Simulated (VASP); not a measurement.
Input of a VASP 6.6.1 run:

INCAR

```
SYSTEM = Ga
PREC = Accurate ; ENCUT = 600
EDIFF = 1E-7 ; ISMEAR = -1
SIGMA = 0.05 ; LREAL = .False.
LASPH = .True. ; NELM = 100
ALGO = Fast ; ISIF = 3
LWAVE = .False. ; LCHARG = .False.
GGA = PS ; IBRION = 2
NSW = 40 ; EDIFFG = -0.02
```

The input KPOINTS:

```
regular mesh
0
Gamma
  8 8 6
  0 0 0
```

Contents of POSCAR:

```
Ga
1.0
    2.7784220849      0.0000000000      0.0000000000
    0.0000000000      3.2816087900      0.0000000000
   -1.3434310986      0.0000000000      3.9902731763
Ga
2
Direct
    0.1345962700      0.7500000000      0.7701668300
    0.8654037300      0.2500000000      0.2298331700
```

Potentials or basis: VASP PAW PBE potentials, release 64 (Ga_d).

Command:

```sh
$ cat potpaw_PBE.64/Ga_d/POTCAR > POTCAR
$ mpirun -np 1 vasp_std > vasp.out
```

Problem. Estimate the band gap on the k mesh.

Solution. None (metal or under the smearing width).

Problem. Estimate the relaxed cell.

Solution. a = 2.722 Å, b = 3.207 Å, c = 4.374 Å, α = 90.00°, β = 109.56°, γ = 90.00°.

Step by step:
| step | energy change (eV) | largest force (eV/Å) | pressure (GPa) | volume (Å³) |
| --- | --- | --- | --- | --- |
| 1 | 0.0000 | 0.0956 | -0.72 | 36.38 |
| 2 | -0.0072 | 0.0781 | -0.08 | 35.95 |
| 3 | -0.0075 | 0.0740 | 0.11 | 35.85 |
| 4 | -0.0084 | 0.0381 | 0.05 | 35.88 |
| 5 | -0.0090 | 0.0063 | -0.02 | 35.93 |
| 6 | -0.0092 | 0.0822 | -0.13 | 36.02 |
| 7 | -0.0093 | 0.0467 | -0.11 | 35.98 |
| 8 | -0.0102 | 0.0408 | 0.00 | 35.94 |
| 9 | -0.0118 | 0.0394 | 0.38 | 35.80 |
| 10 | -0.0118 | 0.0351 | 0.24 | 35.84 |
| 11 | -0.0118 | 0.0380 | 0.25 | 35.82 |
| 12 | -0.0126 | 0.0325 | 0.10 | 35.91 |
| 13 | -0.0126 | 0.0318 | 0.06 | 35.94 |
| 14 | -0.0135 | 0.0281 | -0.10 | 36.02 |
| 15 | -0.0138 | 0.0230 | -0.22 | 36.08 |
| 16 | -0.0143 | 0.0067 | 0.02 | 35.97 |
| 17 | -0.0144 | 0.0037 | 0.09 | 35.93 |
| 18 | -0.0144 | 0.0040 | 0.11 | 35.93 |
| 19 | -0.0145 | 0.0054 | -0.08 | 35.99 |

Caveat: the PAW data sets were made with another functional, which shifts forces and pressure a little.
